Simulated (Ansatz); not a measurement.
Crystal: Te2Mo.

```xyz
12
Lattice="6.3300 0.0000 0.0000 0.0000 3.4690 0.0000 -0.9468 0.0000 13.8276" Properties=species:S:1:pos:R:3 pbc="T T T"
Te    5.4013    2.6018    8.3588
Te   -0.0181    0.8672    5.4688
Te    4.9099    0.8672   11.7728
Te    0.4733    2.6018    2.0548
Te    1.7550    2.6018   12.3826
Te    3.6282    0.8672    1.4450
Te    2.1916    0.8672    8.9658
Te    3.1917    2.6018    4.8618
Mo    4.2299    2.6018   13.7253
Mo    1.1533    0.8672    0.1023
Mo    3.8493    0.8672    6.8225
Mo    1.5339    2.6018    7.0051
```

- Program: Ansatz 0.2.0
- Task: relaxation of cell and atoms
- Functional: PBE
- Dispersion: D3(BJ)
- Potentials or basis: Ansatz PAW
- Cutoff: 420 eV (not typed: the program's choice for these potentials)
- k mesh: 4 × 8 × 2
- Occupations: fermi-dirac, width 0.05 eV
- Spin: no spin polarisation

At the start: volume 25.30 Å³/atom.

Task: How do energy, volume and symmetry change on relaxing?

Result: It ends after 7 steps and the volume is 24.28 Å³/atom (-4.0 %); space group P2_1/m (No. 11, to 0.05 Å).

The path:
```tsv
step	energy change (eV)	largest force (eV/Å)	volume (Å³)
1	0.0000	0.1745	303.64
2	-0.0574	0.0584	295.70
3	-0.0749	0.1487	290.89
4	-0.0773	0.1138	291.80
5	-0.0798	0.0686	291.28
6	-0.0806	0.0049	291.36
7	-0.0782	0.0049	291.36
```

Final structure:
```
Te Mo
1.0
     6.33672    0.00000    0.03029
     0.00000    3.47310    0.00000
    -0.88163    0.00000   13.23437
Te Mo
8 4
Cartesian
  5.4451 2.6048 8.0608
  0.0100 0.8683 5.2039
  4.9958 0.8683 11.2025
  0.4593 2.6048 2.0622
  1.8353 2.6048 11.8366
  3.6198 0.8683 1.4280
  2.2082 0.8683 8.6832
  3.2469 2.6048 4.5815
  4.3077 2.6048 13.1570
  1.1474 0.8683 0.1077
  3.8748 0.8683 6.5534
  1.5803 2.6048 6.7112
```

Caveat: the plane-wave basis is chosen anew once the cell has moved, so the energies of steps on either side of that aren't comparable.
